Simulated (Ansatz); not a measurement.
## TiSi2: changing the functional

The cell as given:

```
Ti Si
1.0
     0.00000    4.11752    4.26290
     2.38951    0.00000    4.26290
     2.38951    4.11752    0.00000
Ti Si
2 4
Direct
  0.75000 0.75000 0.75000
  0.50000 0.50000 0.50000
  0.41257 0.08743 0.41257
  0.08743 0.41257 0.08743
  0.16257 0.83743 0.16257
  0.83743 0.16257 0.83743
```

The cell is a database's computed one, not the measured one.

Kept alike: task relaxation of cell and atoms; k mesh 5 × 5 × 5; occupations fermi-dirac, width 0.05 eV; no spin polarisation. Program: Ansatz, Ansatz PAW. Cutoffs run from 420 to 500 eV. The mesh is that of the run's cell of 6 atoms. No spin-orbit coupling.

| run | volume (Å³/atom) | first edge of the run's cell (Å) | third edge of the run's cell (Å) |
| --- | --- | --- | --- |
| A | 13.953 | 5.933 | 4.748 |
| B | 14.357 | 5.987 | 4.794 |
| C | 14.961 | 6.063 | 4.891 |
| D | 14.427 | 5.997 | 4.802 |
| E | 13.489 | 5.863 | 4.689 |
| F | 13.780 | 5.905 | 4.721 |
| G | 14.167 | 5.961 | 4.771 |

The relaxations keep at least the cell's symmetry (Fddd). For a metal such a mesh leaves the last digits unconverged. Relaxations stop with a little pressure left, so the last digits of a volume or edge aren't settled. All rows use potentials made for PBE.

The runs differ in the functional (and the cutoff that goes with it) alone: BLYP; LDA; PBE; PBEsol; RPBE; r2SCAN; revPBE. Which run is which?

Run A is r2SCAN; run B is revPBE; run C is BLYP; run D is RPBE; run E is LDA; run F is PBEsol; run G is PBE. The volume runs from 13.489 (LDA) to 14.961 Å³/atom (BLYP). From PBE: BLYP +0.794; LDA -0.678; PBEsol -0.387; RPBE +0.260; r2SCAN -0.214; revPBE +0.190. The first edge of the run's cell runs from 5.863 (LDA) to 6.063 Å (BLYP). From PBE: BLYP +0.102; LDA -0.098; PBEsol -0.056; RPBE +0.036; r2SCAN -0.028; revPBE +0.026. The third edge of the run's cell runs from 4.689 (LDA) to 4.891 Å (BLYP). From PBE: BLYP +0.120; LDA -0.082; PBEsol -0.050; RPBE +0.031; r2SCAN -0.023; revPBE +0.023.
